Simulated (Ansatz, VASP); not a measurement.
CdS in VASP and in Ansatz

```
CELL_PARAMETERS angstrom
4.07441 0.00000 0.00000
-2.03720 3.52854 0.00000
0.00000 0.00000 6.63756
ATOMIC_POSITIONS crystal
Cd 0.66667 0.33333 0.50044
Cd 0.33333 0.66667 0.00044
S 0.66667 0.33333 0.87656
S 0.33333 0.66667 0.37656
```

Alike in both runs: functional LDA; k mesh 6 × 6 × 4; occupations gaussian, width 0.02 eV; no spin polarisation.

Ansatz relaxed the structure, and its values are those at the end. VASP's run is a single point on that final structure, the one shown.

|  | VASP | Ansatz |
| --- | --- | --- |
| version | VASP 6.6.1 | Ansatz 0.2.0 |
| potentials or method | VASP PAW LDA potentials, release 64 (Cd, S) | scalar-relativistic, plane waves, PAW |
| plane-wave cutoff (eV) | 520 | 420 |
| valence electrons in the cell | 36 | 52 |

```csv
,VASP,Ansatz,Ansatz less VASP
gap on the k mesh at the Fermi level (eV),1.05,1.03,-0.030
least direct gap on the mesh (eV),1.05,1.03,-0.030
pressure (GPa),0.5,0.0,-0.54
```

The two sets of potentials don't hold the same shells in valence. Ansatz warned: «pseudo_functional_mismatch».

LDA gaps usually lie below the measured ones, often by a third to a half.
